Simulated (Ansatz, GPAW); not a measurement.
# butadiene-1,4-dithiol between two Pt chains: relaxation, then transmission at several levels, part 3 of 4

Wanted: T(E) of butadiene-1,4-dithiol between two Pt chains at a relaxed geometry in two programs, beside the unrelaxed structure.

GPAW 26.7.0 and Ansatz 0.2.0; Ansatz plane waves; relaxation of the junction with the lead ends held; PAW set soft_1 (the session's first sound run).

So far, transmission at the Fermi level (one spin): step 3 (plane-wave reference (PBE)) 0.113.

**4. Double-zeta polarised basis**

The script solves lead and junction separately, takes H and S in the orbital basis, and joins semi-infinite leads through their self-energies; the dzp basis is the working standard.

This step: GPAW LCAO, PAW setups; Landauer transmission from Green's functions with principal layers (ASE), zero bias (GPAW 26.7.0).

Contents of run.py:

```python
import json
import numpy as np
from ase import Atoms
from ase.transport.calculators import TransportCalculator
from gpaw import GPAW, FermiDirac
from gpaw.lcao.tools import get_lcao_hamiltonian
from scipy.linalg import eigh

# The junction with lead layers at both ends, along the third cell vector
device = Atoms(
    ['Pt', 'Pt', 'Pt', 'Pt', 'Pt', 'Pt', 'Pt', 'Pt', 'S', 'H', 'C', 'C', 'H', 'H', 'C', 'C', 'H', 'S', 'Pt', 'Pt', 'Pt', 'Pt', 'Pt', 'Pt', 'Pt', 'Pt'],
    positions=[
        [5.52048, 4.50000, 1.20000],
        [5.52048, 4.50000, 3.60000],
        [5.52048, 4.50000, 6.00000],
        [5.52048, 4.50000, 8.40000],
        [5.52048, 4.50000, 10.80000],
        [5.52048, 4.50000, 13.20000],
        [4.27531, 4.39727, 15.22708],
        [4.94924, 4.46466, 17.56461],
        [3.68719, 4.44134, 19.32370],
        [6.36213, 4.47624, 20.94940],
        [4.20866, 4.45037, 20.93549],
        [5.45997, 4.46698, 21.56827],
        [3.32812, 4.43738, 21.59028],
        [7.72670, 4.48378, 22.94250],
        [5.59444, 4.47033, 22.96264],
        [6.84536, 4.48029, 23.59628],
        [4.69207, 4.46369, 23.58124],
        [7.36517, 4.48617, 25.20859],
        [6.09972, 4.48370, 26.96557],
        [6.77445, 4.44681, 29.30345],
        [5.52048, 4.50000, 31.32756],
        [5.52048, 4.50000, 33.72756],
        [5.52048, 4.50000, 36.12756],
        [5.52048, 4.50000, 38.52756],
        [5.52048, 4.50000, 40.92756],
        [5.52048, 4.50000, 43.32756]],
    cell=[[11.04096, 0.0, 0.0], [0.0, 9.0, 0.0], [0.0, 0.0, 44.52756]],
    pbc=True)

# One principal layer of the lead: the first 5 atoms of the device
lead = Atoms(
    ['Pt', 'Pt', 'Pt', 'Pt', 'Pt'],
    positions=[
        [5.52048, 4.50000, 1.20000],
        [5.52048, 4.50000, 3.60000],
        [5.52048, 4.50000, 6.00000],
        [5.52048, 4.50000, 8.40000],
        [5.52048, 4.50000, 10.80000]],
    cell=[[11.04096, 0.0, 0.0], [0.0, 9.0, 0.0], [0.0, 0.0, 12.0]],
    pbc=True)

settings = dict(mode='lcao', basis='dzp', xc='PBE', h=0.2,
                occupations=FermiDirac(0.1), maxiter=250,
                mixer=dict(beta=0.1, nmaxold=8, weight=100.0),
                convergence=dict(density=0.0001))
energies = np.arange(-2, 2 + 1e-9, 0.025)
eta = 0.0001
n1, n2 = 1, 1
# k and -k transmit alike, so half of the mesh across the current serves
mesh = [(i, j) for i in range(n1) for j in range(n2) if (i, j) <= (-i % n1, -j % n2)]
weights = np.array([1 if (i, j) == (-i % n1, -j % n2) else 2 for i, j in mesh]) / (n1 * n2)

# [... helper functions left out ...]
fermi_lead = ground_state(lead, (1, 1, 10), 'lead.txt')
fermi_device = ground_state(device, (1, 1, 2), 'device.txt')
# [... loop over the mesh left out, but for ...]
        # Shift the lead onto the potential of the device's first layer
        shift = ((H[:, 0, 0] - H0[:, 0, 0]) / S0[0, 0]).real.mean()
# [...]
kT = 8.617333e-5 * 300
bias = [0.1, 0.2, 0.5, 1.0, 1.5, 2.0]
# [... integrals and printing left out ...]
```

Launch:

```bash
$ OMP_NUM_THREADS=1 OPENBLAS_NUM_THREADS=1 python run.py
```

Numbers of over 12 decimals in the logs are rounded to 6 here.

The log of the run:

```text
basis functions: device 530, principal layer 135
Fermi level: lead -4.7850 eV, device -4.4472 eV; lead shifted by 0.0004 eV
largest coupling past the next layer 8.09e-06 eV, largest misfit of the first layer 0.105 eV
  E-E_F (eV)   T (one spin)  [channel counts left out]
    -2.000    9.2636e-01
    -1.975    9.3377e-01
    -1.950    9.4020e-01
    -1.925    9.4594e-01
    -1.900    9.5125e-01
    -1.875    9.5639e-01
    -1.850    9.6161e-01
    -1.825    9.6715e-01
    -1.800    9.7320e-01
    -1.775    9.7991e-01
    -1.750    9.8736e-01
    -1.725    9.9549e-01
    -1.700    1.0041e+00
    -1.675    1.0126e+00
    -1.650    1.0202e+00
    -1.625    1.0255e+00
[...]
1.825    1.1114e-04
     1.850    1.1218e-04
     1.875    1.1348e-04
     1.900    1.1507e-04
     1.925    1.1695e-04
     1.950    1.1917e-04
     1.975    1.2173e-04
     2.000    1.2469e-04
conductance at 300 K: 0.1259 G0 a cell; thermopower 76.03 uV/K
current from the zero-bias T(E) at 0.1 V: 1.0359 uA
current from the zero-bias T(E) at 0.2 V: 2.449 uA
current from the zero-bias T(E) at 0.5 V: 10.726 uA
current from the zero-bias T(E) at 1.0 V: 24.355 uA
current from the zero-bias T(E) at 1.5 V: 36.698 uA
current from the zero-bias T(E) at 2.0 V: 53.268 uA
```

The job ended after 6.3 min (1 thread of Arm Neoverse V1, shared host; peak memory 1.9 GiB).

Numbers from this step:

```
conductance                                    : 0.1259 G₀
thermopower                                    : 76.03 μV/K
largest coupling past the next principal layer : 8.09e-6 eV
largest misfit of the first principal layer    : 0.1047 eV
shift that aligns the lead                     : 3.56e-4 eV
basis functions of the junction                : 530
basis functions of a principal layer           : 135
transmission at the Fermi level (one spin)     : 0.1064
```

One spin. Table of transmission, zone mean by energy, zero at the Fermi level:

| energy (eV) | transmission, zone mean |
| --- | --- |
| -2.000 | 0.926 |
| -1.900 | 0.951 |
| -1.800 | 0.973 |
| -1.700 | 1.00 |
| -1.600 | 1.03 |
| -1.575 | 1.04 |
| -1.500 | 0.970 |
| -1.400 | 0.692 |
| -1.300 | 0.315 |
| -1.200 | 0.108 |
| -1.100 | 0.200 |
| -1.000 | 0.662 |
| -0.925 | 1.01 |
| -0.900 | 0.997 |
| -0.800 | 0.824 |
| -0.700 | 0.712 |
| -0.600 | 0.588 |
| -0.500 | 0.430 |
| -0.400 | 0.282 |
| -0.300 | 0.443 |
| -0.225 | 0.903 |
| -0.200 | 0.882 |
| -0.100 | 0.341 |
| 0.000 | 0.106 |
| 0.100 | 0.0598 |
| 0.200 | 0.0568 |
| 0.300 | 0.102 |
| 0.400 | 0.832 |
| 0.500 | 0.0646 |
| 0.600 | 0.00855 |
| 0.700 | 0.00131 |
| 0.800 | 5.1e-4 |
| 0.900 | 3.5e-4 |
| 1.000 | 2.6e-4 |
| 1.100 | 2.1e-4 |
| 1.200 | 1.7e-4 |
| 1.300 | 1.5e-4 |
| 1.400 | 1.3e-4 |
| 1.500 | 1.2e-4 |
| 1.600 | 1.1e-4 |
| 1.700 | 1.1e-4 |
| 1.800 | 1.1e-4 |
| 1.900 | 1.2e-4 |
| 2.000 | 1.2e-4 |

Not self-consistent under bias; the bias window is split evenly. Current through one cell, from the zero-bias transmission against bias:

| bias (V) | current through one cell, from the zero-bias transmission (μA) |
| --- | --- |
| 0.100 | 1.04 |
| 0.200 | 2.45 |
| 0.500 | 10.7 |
| 1.000 | 24.4 |
| 1.500 | 36.7 |
| 2.000 | 53.3 |

Table of transmission of the three most open eigenchannels by energy, zero at the Fermi level:

| energy (eV) | channel 1 | channel 2 | channel 3 |
| --- | --- | --- | --- |
| -2.000 | 0.915 | 0.0116 | 1.8e-8 |
| -1.800 | 0.954 | 0.0188 | 7.8e-7 |
| -1.600 | 0.997 | 0.0280 | 0.00179 |
| -1.400 | 0.671 | 0.0202 | 0.00103 |
| -1.200 | 0.0607 | 0.0470 | 3.3e-4 |
| -1.000 | 0.636 | 0.0249 | 2.9e-4 |
| -0.800 | 0.814 | 0.0104 | 2.0e-4 |
| -0.600 | 0.583 | 0.00391 | 2.2e-4 |
| -0.400 | 0.280 | 0.00178 | 2.6e-4 |
| -0.200 | 0.880 | 0.00155 | 1.7e-4 |
| 0.000 | 0.106 | 1.2e-4 | 3.2e-5 |
| 0.200 | 0.0567 | 1.3e-4 | 2.9e-6 |
| 0.400 | 0.832 | 1.1e-4 | 3.9e-7 |
| 0.600 | 0.00836 | 1.9e-4 | 5.5e-8 |
| 0.800 | 5.1e-4 | 2.1e-12 | 0 |
| 1.000 | 2.6e-4 | 0 | 0 |
| 1.200 | 1.7e-4 | 0 | 0 |
| 1.400 | 1.3e-4 | 0 | 0 |
| 1.600 | 1.1e-4 | 0 | 0 |
| 1.800 | 1.1e-4 | 0 | 0 |
| 2.000 | 1.2e-4 | 0 | 0 |

At the Fermi level T is 0.106 against 0.113 in plane waves. Couplings past the next layer reach 8.1e-6 eV, small enough to drop; the matrix elements of the cell's first layer differ from the bulk lead's by up to 0.10 eV. That layer keeps its own values in the calculation, and only beyond it is the lead taken as perfect. The Fermi levels of lead and junction count from different zeros of potential, one for each periodic cell; with both set to zero, the small remaining shift is what aligns them. Without spin-orbit coupling, which is large for these atoms, channel counts and T are those of the scalar-relativistic bands. By hand: G = 0.1259 × 77.48 μS = 9.75 μS, a resistance of 103 kΩ; at 0.1 V a linear junction would pass 0.975 μA, and the integral over the bias window gives 1.04 μA. Mott's formula, S = -(π²/3)(k_B²T/e) d ln T/dE, has the prefactor 7.33 μV/K·eV at 300 K; T = 0.1347 at -0.025 eV and 0.08731 at 0.025 eV give a slope of -8.67 per eV and S = 63.6 μV/K, beside 76.0 μV/K from the thermal integral, which interpolates the same grid.

**5. Single-zeta polarised basis**

One radial function a shell plus polarisation makes the matrices smaller; the question is what that costs.

run.py: that of step 4 with these lines changed.

```diff
@@ -53,3 +53,3 @@
 
-settings = dict(mode='lcao', basis='dzp', xc='PBE', h=0.2,
+settings = dict(mode='lcao', basis='szp(dzp)', xc='PBE', h=0.2,
                 occupations=FermiDirac(0.1), maxiter=250,
```

The log of the run:

```text
basis functions: device 310, principal layer 75
Fermi level: lead -4.9123 eV, device -4.7171 eV; lead shifted by -0.0008 eV
largest coupling past the next layer 8.13e-06 eV, largest misfit of the first layer 0.108 eV
  E-E_F (eV)   T (one spin)  [channel counts left out]
    -2.000    9.9743e-01
    -1.975    1.0001e+00
    -1.950    1.0023e+00
[...]
1.975    1.9307e-04
     2.000    1.9575e-04
conductance at 300 K: 0.11611 G0 a cell; thermopower 61.68 uV/K
current from the zero-bias T(E) at 0.1 V: 0.94886 uA
current from the zero-bias T(E) at 0.2 V: 2.2154 uA
current from the zero-bias T(E) at 0.5 V: 10.692 uA
current from the zero-bias T(E) at 1.0 V: 23.548 uA
current from the zero-bias T(E) at 1.5 V: 33.159 uA
current from the zero-bias T(E) at 2.0 V: 47.961 uA
```

The job ended after 3.5 min (1 thread; peak memory 1.9 GiB).

This step gave:

```
conductance                                    : 0.1161 G₀
thermopower                                    : 61.68 μV/K
largest coupling past the next principal layer : 8.13e-6 eV
largest misfit of the first principal layer    : 0.1077 eV
shift that aligns the lead                     : -8.44e-4 eV
basis functions of the junction                : 310
basis functions of a principal layer           : 75
transmission at the Fermi level (one spin)     : 0.1005
```

One spin. Transmission, zone mean against energy, zero at the Fermi level:

| energy (eV) | transmission, zone mean |
| --- | --- |
| -2.000 | 0.997 |
| -1.900 | 1.01 |
| -1.800 | 1.01 |
| -1.700 | 1.01 |
| -1.600 | 0.971 |
| -1.500 | 0.854 |
| -1.400 | 0.625 |
| -1.300 | 0.330 |
| -1.200 | 0.0947 |
| -1.100 | 0.176 |
| -1.000 | 0.661 |
| -0.950 | 1.000 |
| -0.900 | 0.908 |
| -0.800 | 0.663 |
| -0.700 | 0.555 |
| -0.600 | 0.489 |
| -0.500 | 0.340 |
| -0.400 | 0.261 |
| -0.300 | 0.441 |
| -0.225 | 0.889 |
| -0.200 | 0.826 |
| -0.100 | 0.276 |
| 0.000 | 0.100 |
| 0.100 | 0.0708 |
| 0.200 | 0.100 |
| 0.300 | 0.598 |
| 0.325 | 0.991 |
| 0.400 | 0.0852 |
| 0.500 | 0.0101 |
| 0.600 | 0.00223 |
| 0.700 | 9.7e-4 |
| 0.800 | 7.5e-4 |
| 0.900 | 5.7e-4 |
| 1.000 | 4.4e-4 |
| 1.100 | 3.6e-4 |
| 1.200 | 3.0e-4 |
| 1.300 | 2.6e-4 |
| 1.400 | 2.3e-4 |
| 1.500 | 2.1e-4 |
| 1.600 | 2.0e-4 |
| 1.700 | 1.9e-4 |
| 1.800 | 1.8e-4 |
| 1.900 | 1.9e-4 |
| 2.000 | 2.0e-4 |

The conductance, 0.116 G₀, lies 7.8 % below that of the dzp run.

**6. GPAW, sz: basis = "sz(dzp)"**

One function for each valence shell of the setup, as for a first survey of a large system.

run.py: that of step 5 with these lines changed.

```diff
@@ -53,3 +53,3 @@
 
-settings = dict(mode='lcao', basis='szp(dzp)', xc='PBE', h=0.2,
+settings = dict(mode='lcao', basis='sz(dzp)', xc='PBE', h=0.2,
                 occupations=FermiDirac(0.1), maxiter=250,
```

The log of the run:

```text
basis functions: device 220, principal layer 60
Fermi level: lead -4.9311 eV, device -4.7800 eV; lead shifted by 0.0013 eV
largest coupling past the next layer 8.11e-06 eV, largest misfit of the first layer 0.058 eV
  E-E_F (eV)   T (one spin)  [channel counts left out]
    -2.000    9.6856e-01
    -1.975    9.7246e-01
    -1.950    9.7587e-01
[...]
1.975    1.3722e-04
     2.000    1.3826e-04
conductance at 300 K: 0.13319 G0 a cell; thermopower 54.47 uV/K
current from the zero-bias T(E) at 0.1 V: 1.0913 uA
current from the zero-bias T(E) at 0.2 V: 2.5646 uA
current from the zero-bias T(E) at 0.5 V: 12.883 uA
current from the zero-bias T(E) at 1.0 V: 23.813 uA
current from the zero-bias T(E) at 1.5 V: 37.17 uA
current from the zero-bias T(E) at 2.0 V: 51.204 uA
```

Wall time 2.7 min (1 thread); peak memory 1.8 GiB.

Numbers from this step:

- conductance: 0.1332 G₀
- thermopower: 54.47 μV/K
- largest coupling past the next principal layer: 8.11e-6 eV
- largest misfit of the first principal layer: 0.05796 eV
- shift that aligns the lead: 0.001329 eV
- basis functions of the junction: 220
- basis functions of a principal layer: 60
- transmission at the Fermi level (one spin): 0.1143

One spin. The transmission, zone mean by energy, zero at the Fermi level:

| energy (eV) | transmission, zone mean |
| --- | --- |
| -2.000 | 0.969 |
| -1.800 | 0.993 |
| -1.650 | 1.01 |
| -1.600 | 1.01 |
| -1.400 | 0.811 |
| -1.200 | 0.122 |
| -1.000 | 0.259 |
| -0.800 | 1.02 |
| -0.600 | 0.624 |
| -0.400 | 0.276 |
| -0.225 | 0.885 |
| -0.200 | 0.849 |
| 0.000 | 0.114 |
| 0.200 | 0.245 |
| 0.250 | 0.882 |
| 0.400 | 0.0177 |
| 0.600 | 8.9e-4 |
| 0.800 | 5.7e-4 |
| 1.000 | 3.5e-4 |
| 1.200 | 2.4e-4 |
| 1.400 | 1.8e-4 |
| 1.600 | 1.5e-4 |
| 1.800 | 1.4e-4 |
| 2.000 | 1.4e-4 |

The conductance, 0.133 G₀, lies 5.8 % above that of the dzp run.

**7. revPBE in the dzp basis: xc = "revPBE"**

Back in the dzp basis, the functional changes from PBE to revPBE, to set the spread between functionals beside that between bases.

run.py: that of step 6 with these lines changed.

```diff
@@ -53,3 +53,3 @@
 
-settings = dict(mode='lcao', basis='sz(dzp)', xc='PBE', h=0.2,
+settings = dict(mode='lcao', basis='dzp', xc='revPBE', h=0.2,
                 occupations=FermiDirac(0.1), maxiter=250,
```

The log of the run:

```text
basis functions: device 530, principal layer 135
Fermi level: lead -4.6880 eV, device -4.3552 eV; lead shifted by 0.0004 eV
largest coupling past the next layer 8.03e-06 eV, largest misfit of the first layer 0.108 eV
  E-E_F (eV)   T (one spin)  [channel counts left out]
    -2.000    9.2477e-01
    -1.975    9.3243e-01
    -1.950    9.3915e-01
[...]
1.975    1.1411e-04
     2.000    1.1650e-04
conductance at 300 K: 0.12606 G0 a cell; thermopower 73.38 uV/K
current from the zero-bias T(E) at 0.1 V: 1.0344 uA
current from the zero-bias T(E) at 0.2 V: 2.4296 uA
current from the zero-bias T(E) at 0.5 V: 10.728 uA
current from the zero-bias T(E) at 1.0 V: 24.688 uA
current from the zero-bias T(E) at 1.5 V: 36.902 uA
current from the zero-bias T(E) at 2.0 V: 53.421 uA
```

Wall time 6.4 min (1 thread); peak memory 1.9 GiB.

Numbers from this step:

| Quantity | Value |
| --- | --- |
| conductance | 0.1261 G₀ |
| thermopower | 73.38 μV/K |
| largest coupling past the next principal layer | 8.03e-6 eV |
| largest misfit of the first principal layer | 0.1075 eV |
| shift that aligns the lead | 4.42e-4 eV |
| basis functions of the junction | 530 |
| basis functions of a principal layer | 135 |
| transmission at the Fermi level (one spin) | 0.1074 |

The conductance equals that of the dzp run to 0.2 %.

**8. Without the relaxation: geometry = "as built"**

The dzp basis with PBE on the structure as first built shows what the relaxation was worth.

run.py: that of step 7 with these lines changed.

```diff
@@ -18,16 +18,16 @@
         [5.52048, 4.50000, 13.20000],
-        [4.27531, 4.39727, 15.22708],
-        [4.94924, 4.46466, 17.56461],
-        [3.68719, 4.44134, 19.32370],
-        [6.36213, 4.47624, 20.94940],
-        [4.20866, 4.45037, 20.93549],
-        [5.45997, 4.46698, 21.56827],
-        [3.32812, 4.43738, 21.59028],
-        [7.72670, 4.48378, 22.94250],
-        [5.59444, 4.47033, 22.96264],
-        [6.84536, 4.48029, 23.59628],
-        [4.69207, 4.46369, 23.58124],
-        [7.36517, 4.48617, 25.20859],
-        [6.09972, 4.48370, 26.96557],
-        [6.77445, 4.44681, 29.30345],
+        [5.52048, 4.50000, 15.60000],
+        [5.52048, 4.50000, 18.00000],
+        [3.66723, 4.49999, 19.44498],
+        [6.17380, 4.50000, 20.85173],
+        [4.08052, 4.49999, 21.12452],
+        [5.34811, 4.50000, 21.56037],
+        [3.25000, 4.49999, 21.82492],
+        [7.79096, 4.49999, 22.70265],
+        [5.69286, 4.50000, 22.96719],
+        [6.96045, 4.49999, 23.40305],
+        [4.86717, 4.50000, 23.67583],
+        [7.37373, 4.49999, 25.08258],
+        [5.52048, 4.50000, 26.52756],
+        [5.52048, 4.50000, 28.92756],
         [5.52048, 4.50000, 31.32756],
@@ -53,3 +53,3 @@
 
-settings = dict(mode='lcao', basis='dzp', xc='revPBE', h=0.2,
+settings = dict(mode='lcao', basis='dzp', xc='PBE', h=0.2,
                 occupations=FermiDirac(0.1), maxiter=250,
```

The log of the run:

```text
basis functions: device 530, principal layer 135
Fermi level: lead -4.7850 eV, device -4.4946 eV; lead shifted by 0.0004 eV
largest coupling past the next layer 8.09e-06 eV, largest misfit of the first layer 0.077 eV
  E-E_F (eV)   T (one spin)  [channel counts left out]
    -2.000    4.1828e-01
    -1.975    3.9874e-01
    -1.950    3.8264e-01
[...]
1.975    8.1184e-04
     2.000    9.0491e-04
conductance at 300 K: 0.67497 G0 a cell; thermopower -41.42 uV/K
current from the zero-bias T(E) at 0.1 V: 5.2 uA
current from the zero-bias T(E) at 0.2 V: 10.158 uA
current from the zero-bias T(E) at 0.5 V: 20.288 uA
current from the zero-bias T(E) at 1.0 V: 31.763 uA
current from the zero-bias T(E) at 1.5 V: 44.016 uA
current from the zero-bias T(E) at 2.0 V: 59.954 uA
```

It took 5.3 min on 1 thread; peak memory 1.9 GiB.

Numbers from this step:

```yaml
conductance: 0.6750 G₀
thermopower: -41.42 μV/K
largest_coupling_past_the_next_principal_layer: 8.09e-6 eV
largest_misfit_of_the_first_principal_layer: 0.07673 eV
shift_that_aligns_the_lead: 4.03e-4 eV
transmission_at_the_fermi_level_one_spin: 0.6814
```

The conductance, 0.675 G₀, lies a factor of 5.4 above that of the dzp run.

**9. All levels side by side**

Times are wall times on the hardware named with each run. The series side by side:

| no. | run | conductance (G₀) | time | memory (GiB) |
| --- | --- | --- | --- | --- |
| 1 | pw PBE | 0.1247 | 84 min | 7.0 |
| 2 | dzp | 0.1259 | 6.3 min | 1.9 |
| 3 | szp | 0.1161 | 3.5 min | 1.9 |
| 4 | sz | 0.1332 | 2.7 min | 1.8 |
| 5 | dzp revPBE | 0.1261 | 6.4 min | 1.9 |
| 6 | asbuilt | 0.6750 | 5.3 min | 1.9 |

**10. The levels side by side**

The curves are compared point by point over the common energies.

This step: comparison of transmission and cost over codes, levels and geometry; PAW set soft_1 (GPAW 26.7.0).

Ladder, by row:

| step | code | T at the Fermi level (sum over the listed spins) | conductance (G0) | r.m.s. T(E) from the first | wall time (s) | peak memory (GiB) | threads |
| --- | --- | --- | --- | --- | --- | --- | --- |
| pw-pbe | Ansatz | 0.1127 | 0.1247 | 0 | 5068 | 6.952 | 4 |
| dzp | GPAW | 0.1064 | 0.1259 | 0.1447 | 378.6 | 1.93 | 1 |
| szp | GPAW | 0.1005 | 0.1161 | 0.1883 | 209 | 1.85 | 1 |
| sz | GPAW | 0.1143 | 0.1332 | 0.2391 | 159.3 | 1.78 | 1 |
| dzp-revPBE | GPAW | 0.1074 | 0.1261 | 0.1399 | 384.7 | 1.93 | 1 |
| asbuilt | GPAW | 0.6814 | 0.675 | 0.3453 | 318.1 | 1.93 | 1 |

The transmission, zone mean, sum over the listed spins by energy, zero at the Fermi level:

| energy (eV) | pw-pbe | dzp | szp | sz | dzp-revPBE | asbuilt |
| --- | --- | --- | --- | --- | --- | --- |
| -2.000 | 0.897 | 0.926 | 0.997 | 0.969 | 0.925 | 0.418 |
| -1.800 | 0.986 | 0.973 | 1.01 | 0.993 | 0.974 | 0.345 |
| -1.650 | 1.04 | 1.02 | 0.994 | 1.01 | 1.02 | 0.434 |
| -1.600 | 1.03 | 1.03 | 0.971 | 1.01 | 1.03 | 0.532 |
| -1.575 | 0.997 | 1.04 | 0.952 | 1.00 | 1.03 | 0.616 |
| -1.400 | 0.166 | 0.692 | 0.625 | 0.811 | 0.678 | 0.376 |
| -1.200 | 0.140 | 0.108 | 0.0947 | 0.122 | 0.115 | 0.258 |
| -1.000 | 1.02 | 0.662 | 0.661 | 0.259 | 0.709 | 0.514 |
| -0.950 | 0.951 | 0.972 | 1.000 | 0.482 | 0.989 | 0.760 |
| -0.925 | 0.913 | 1.01 | 0.980 | 0.577 | 1.01 | 0.869 |
| -0.800 | 0.826 | 0.824 | 0.663 | 1.02 | 0.809 | 0.896 |
| -0.600 | 0.549 | 0.588 | 0.489 | 0.624 | 0.592 | 0.541 |
| -0.400 | 0.372 | 0.282 | 0.261 | 0.276 | 0.284 | 0.660 |
| -0.275 | 0.861 | 0.528 | 0.749 | 0.615 | 0.704 | 0.0435 |
| -0.200 | 0.684 | 0.882 | 0.826 | 0.849 | 0.869 | 0.113 |
| 0.000 | 0.113 | 0.106 | 0.100 | 0.114 | 0.107 | 0.681 |
| 0.200 | 0.0642 | 0.0568 | 0.100 | 0.245 | 0.0592 | 0.605 |
| 0.325 | 0.124 | 0.140 | 0.991 | 0.113 | 0.150 | 0.224 |
| 0.400 | 0.492 | 0.832 | 0.0852 | 0.0177 | 0.888 | 0.127 |
| 0.425 | 0.925 | 0.830 | 0.0440 | 0.0112 | 0.768 | 0.105 |
| 0.600 | 0.0152 | 0.00855 | 0.00223 | 8.9e-4 | 0.00816 | 0.0287 |
| 0.800 | 8.0e-4 | 5.1e-4 | 7.5e-4 | 5.7e-4 | 5.0e-4 | 1.7e-4 |
| 1.000 | 3.7e-4 | 2.6e-4 | 4.4e-4 | 3.5e-4 | 2.6e-4 | 2.8e-6 |
| 1.200 | 2.3e-4 | 1.7e-4 | 3.0e-4 | 2.4e-4 | 1.7e-4 | 5.9e-6 |
| 1.400 | 1.7e-4 | 1.3e-4 | 2.3e-4 | 1.8e-4 | 1.3e-4 | 3.5e-6 |
| 1.600 | 1.5e-4 | 1.1e-4 | 2.0e-4 | 1.5e-4 | 1.1e-4 | 8.2e-5 |
| 1.800 | 1.5e-4 | 1.1e-4 | 1.8e-4 | 1.4e-4 | 1.1e-4 | 3.4e-4 |
| 2.000 | 1.6e-4 | 1.2e-4 | 2.0e-4 | 1.4e-4 | 1.2e-4 | 9.0e-4 |

[end of part 3 of 4]

[Logs are printed without paths, hosts, clocks, repeated set-up lines and the standing remarks that a program may print on its own settings, such as how far it seeks lower states.]

[Hosts, paths, dates, database ids (printed as entryN), source tags and the programs' standing remarks are cut or masked in the printed files.]
